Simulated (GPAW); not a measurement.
Crystal: PtSe2 (Sudovikovite).

```
CELL_PARAMETERS angstrom
3.72400 0.00000 0.00000
-1.86200 3.22508 0.00000
0.00000 0.00000 5.06200
ATOMIC_POSITIONS crystal
Pt 0.00000 0.00000 0.00000
Se 0.66667 0.33333 0.75000
Se 0.33333 0.66667 0.25000
```

```yaml
Program: GPAW 26.7.0
Task: relaxation of cell and atoms
Functional: BLYP
Dispersion: D4
Potentials_or_basis: PAW data sets generated in the run's folder for this functional
Cutoff: 600 eV
Basis: pw
k_mesh: 6 × 6 × 4
Occupations: fermi-dirac, width 0.05 eV
Spin: no spin polarisation
```

At the start: pressure 6.8 GPa; volume 20.27 Å³/atom.

Q: Where does the relaxation end?

A: Over 29 steps the energy falls by 38.2 meV/atom and the volume is 20.32 Å³/atom (+0.3 %); space group P-3m1 (No. 164, to 0.05 Å).

Step by step:
| step | energy change (eV) | largest force (eV/Å) | pressure (GPa) | volume (Å³) |
| --- | --- | --- | --- | --- |
| 1 | 0.0000 | 1.0675 | 6.80 | 60.80 |
| 2 | -0.0399 | 0.8245 | 4.89 | 61.32 |
| 3 | -0.0837 | 0.4259 | 1.81 | 62.24 |
| 4 | -0.0959 | 0.0090 | -1.42 | 63.29 |
| 5 | -0.0962 | 0.0039 | -1.37 | 63.26 |
| 6 | -0.0968 | 0.0059 | -1.28 | 63.21 |
| 7 | -0.0976 | 0.0197 | -1.14 | 63.12 |
| 8 | -0.0985 | 0.0368 | -0.97 | 63.01 |
| 9 | -0.0994 | 0.0555 | -0.78 | 62.89 |
| 10 | -0.1004 | 0.0745 | -0.57 | 62.75 |
| 11 | -0.1014 | 0.0916 | -0.37 | 62.60 |
| 12 | -0.1024 | 0.1061 | -0.17 | 62.44 |
| 13 | -0.1036 | 0.1142 | 0.00 | 62.27 |
| 14 | -0.1051 | 0.1125 | 0.11 | 62.10 |
| 15 | -0.1069 | 0.0975 | 0.15 | 61.94 |
| 16 | -0.1089 | 0.0674 | 0.09 | 61.80 |
| 17 | -0.1109 | 0.0241 | -0.05 | 61.67 |
| 18 | -0.1125 | 0.0234 | -0.22 | 61.54 |
| 19 | -0.1136 | 0.0567 | -0.28 | 61.35 |
| 20 | -0.1143 | 0.0615 | -0.16 | 61.10 |
| 21 | -0.1142 | 0.0333 | 0.15 | 60.81 |
| 22 | -0.1142 | 0.0325 | 0.15 | 60.82 |
| 23 | -0.1142 | 0.0307 | 0.14 | 60.82 |
| 24 | -0.1143 | 0.0281 | 0.13 | 60.84 |
| 25 | -0.1143 | 0.0247 | 0.12 | 60.86 |
| 26 | -0.1144 | 0.0205 | 0.11 | 60.88 |
| 27 | -0.1144 | 0.0161 | 0.09 | 60.91 |
| 28 | -0.1144 | 0.0115 | 0.07 | 60.93 |
| 29 | -0.1145 | 0.0064 | 0.05 | 60.97 |

Final structure:
```cif
data_structure
_symmetry_space_group_name_H-M 'P 1'
_symmetry_Int_Tables_number 1
_cell_length_a 3.7945
_cell_length_b 3.7945
_cell_length_c 4.8895
_cell_angle_alpha 89.998
_cell_angle_beta 90.002
_cell_angle_gamma 120.001
_cell_volume 60.97
loop_
_atom_site_label
_atom_site_type_symbol
_atom_site_fract_x
_atom_site_fract_y
_atom_site_fract_z
_atom_site_occupancy
Pt1 Pt 0.00000 0.00000 0.00000 1
Se1 Se 0.66665 0.33335 0.73246 1
Se2 Se 0.33335 0.66665 0.26754 1
```

Caveat: later steps reuse the first step's grids; pairwise dispersion overbinds metals, which lowers pressure and volume.
